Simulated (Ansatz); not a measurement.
All numbers below come from DFT PBE, scalar-relativistic, plane waves, PAW in Ansatz. Settings: cutoff 420 eV, Γ-centred meshes spaced at most about 0.3 Å⁻¹, and about 0.25 Å⁻¹ or finer for metals (2π included), Gaussian smearing. No spin polarisation.

All energies are static (0 K, no zero-point motion).

Compare these two cells of In₃Sb₂As, each relaxed at this level.

A.

```xyz
6
Lattice="3.2192 -3.2216 0.0000 3.2192 3.2216 0.0000 0.0000 0.0000 8.3022" Properties=species:S:1:pos:R:3 pbc="T T T"
In    3.2192   -1.7870    4.1754
In    3.2192    1.7870    4.1754
In    0.0000    0.0000    1.1983
Sb    1.6096   -1.6108    6.8224
Sb    1.6096    1.6108    6.8224
As    3.2192    0.0000    2.1882
```

B.

```xyz
6
Lattice="4.5897 0.0000 0.0000 -2.2948 3.9748 0.0000 0.0000 0.0000 11.2418" Properties=species:S:1:pos:R:3 pbc="T T T"
In    0.0000    0.0000    0.1363
In    0.0000    2.6499    7.5013
In    2.2948    1.3249    3.6101
Sb    0.0000    2.6499   10.3621
Sb    2.2948    1.3249    6.4876
As    0.0000    0.0000    2.8176
```

Question: Which would you expect to be lower, and how large is the difference?

Answer: B is lower, by 239 meV/atom. A has space group Cmm2 (No. 35), 28.7 Å³/atom and no gap on its mesh; B has Sb and As ordered on zinc blende sites, space group P3m1 (No. 156), 34.2 Å³/atom and no gap. Counting As or Sb atoms around In (for each partner element, those within 1.25 times its shortest distance or 1.15 times the sum of covalent radii, where it is the nearest in units of that sum or under 1.3; the shortest distance is added where it exceeds 1.18 times the sum of covalent radii; a slash parts the counts of unlike sites), A has In 3/8 from 3.4 Å and B has In 4. The lower one is the more open, so pressure narrows the difference. In A, In on a site of symmetry m has 1 As at 2.67 Å, 1 In at 2.87 Å, 2 Sb at 3.10 Å and 3 In at 3.24–3.30 Å; around Sb lie 2 In at 3.10 Å, 4 Sb at 3.22 Å and 2 In at 3.52 Å; As has 2 In at 2.67 Å and 4 In at 3.37 Å; 1 more site not described. In B, In on its first site is surrounded by 1 As at 2.68 Å and 3 Sb at 2.84 Å; around Sb on its first site lie 4 In at 2.84–2.86 Å; As is surrounded by 4 In at 2.68–2.77 Å; 3 more sites not described. Both come from invented guesses.

These runs have no spin–orbit coupling, which can matter for Sb. The zero gap of P3m1 may come from the functional, which often closes small gaps. Cells relaxed within their symmetry can be saddle points.
